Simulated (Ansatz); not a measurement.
Wires are cut from relaxed bulk Si (Fd-3m, 20.45 Å³/atom, gap on the mesh 0.62 eV); atoms and period are relaxed, and energies count from that bulk.

Computed with DFT PBE, scalar-relativistic, plane waves, PAW in Ansatz 0.2.0.

Cutoff 420 eV, Gaussian smearing of 0.05 eV, energies at zero smearing, symmetry of each start kept, collinear spin where a moment is listed.

```
                              start atoms k mesh excess energy (eV per host atom) line energy (eV/Å) period (Å) gap on the mesh (eV) size of the moment (μB per cell)
 [110] wire, 14 host atoms a period     14   1×1×9                             0.688               2.580       3.732                  0.11                              0.00
[110] wire, 18 host atoms a period*     18   1×1×9                             0.603               2.880       3.769                     0                              0.00
```

* ends far from its start.

The gap is read on a mesh, which can miss the band edges, so it can be too wide.

Gaps under about 0.2 eV rest on few k points and may close between them. Each run keeps its start's symmetry and one magnetic start, so lower states can exist.

Cost: 2 runs of about 2.7 core-hours in all, on Arm Neoverse V1 (shared hosts).